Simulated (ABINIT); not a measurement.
Crystal: TiAl.

```
CELL_PARAMETERS angstrom
2.86726 0.00000 0.00000
-1.43363 2.48312 0.00000
0.00000 0.00000 4.67808
ATOMIC_POSITIONS crystal
Ti 0.00000 0.00000 0.00000
Al 0.33333 0.66667 0.50000
```

The cell comes from a database or a generator and needn't be the stable form of this composition.

| Property | Result |
| --- | --- |
| Program | ABINIT 10.8.3 (patched build) |
| Task | single point |
| Functional | PBE |
| Potentials or basis | JTH PAW PBE v2.0 |
| Cutoff | 408 eV |
| k mesh | 11 × 11 × 6 |
| Occupations | fermi-dirac, width 0.05 eV |
| Spin | no spin polarisation |

On this cell: pressure 0.3 GPa; largest force under 0.003 eV/Å; band gap on the k mesh none (metal or under the smearing width).

The same run follows on a disturbed copy (atoms moved at random, drawn with an rms of 0.05 Å):

```xyz
2
Lattice="2.8673 0.0000 0.0000 -1.4336 2.4831 0.0000 0.0000 0.0000 4.6781" Properties=species:S:1:pos:R:3 pbc="T T T"
Ti   -0.0349    0.0121    0.0529
Al    0.0481    1.6455    2.4154
```

**Question.** What changes?

**Answer.** The energy (extrapolated to zero smearing) moves by +4.4 meV/atom; pressure 0.4 GPa; largest force 0.226 eV/Å; band gap on the k mesh none (metal or under the smearing width).

Forces in eV/Å, atoms in the order of the input:
```
Ti   0.153 -0.027  0.164
Al  -0.153  0.027 -0.164
```

Stress tensor (GPa, compression positive):
```
 0.55  1.32  0.07
 1.32  1.32 -0.01
 0.07 -0.01 -0.61
```
